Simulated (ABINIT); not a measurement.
The system is FeO (Wuestite).

```
Fe O
1.0
     0.00000    2.15540    2.15540
     2.15540    0.00000    2.15540
     2.15540    2.15540    0.00000
Fe O
1 1
Direct
  0.00000 0.00000 0.00000
  0.50000 0.50000 0.50000
```

| Quantity | Value |
| --- | --- |
| Program | ABINIT 10.8.3 (patched build) |
| Task | relaxation of cell and atoms |
| Functional | PBEsol |
| Potentials or basis | PseudoDojo NC SR PBEsol v0.4.1 standard |
| Cutoff | 1225 eV |
| k mesh | 8 × 8 × 8 |
| Occupations | fermi-dirac, width 0.05 eV |
| Spin | collinear spin, ferromagnetic start |
| Starting moments | [3.0, 0.0] μB |

At the start: pressure -9.0 GPa; volume 10.01 Å³/atom.

How do energy, volume and symmetry change on relaxing?

Over 5 steps the energy falls by 14.0 meV/atom and the volume is 9.54 Å³/atom (-4.7 %); space group Fm-3m (No. 225, to 0.05 Å); moment 4.00 μB per cell.

The path:
```
step  energy change (eV)  largest force (eV/Å)  pressure (GPa)  volume (Å³)
   1              0.0000                0.0000           -9.03        20.03
   2             -0.0227                0.0000           -4.13        19.48
   3             -0.0279                0.0000            0.36        19.05
   4             -0.0280                0.0000           -0.01        19.08
   5             -0.0280                0.0000            0.00        19.08
```

Final structure:
```
CELL_PARAMETERS angstrom
0.00000 2.12087 2.12087
2.12087 0.00000 2.12087
2.12087 2.12087 0.00000
ATOMIC_POSITIONS crystal
Fe 0.00000 0.00000 0.00000
O 0.50000 0.50000 0.50000
```

Caveat: a cell with one magnetic atom can't hold antiferromagnetic order, which such compounds often take.
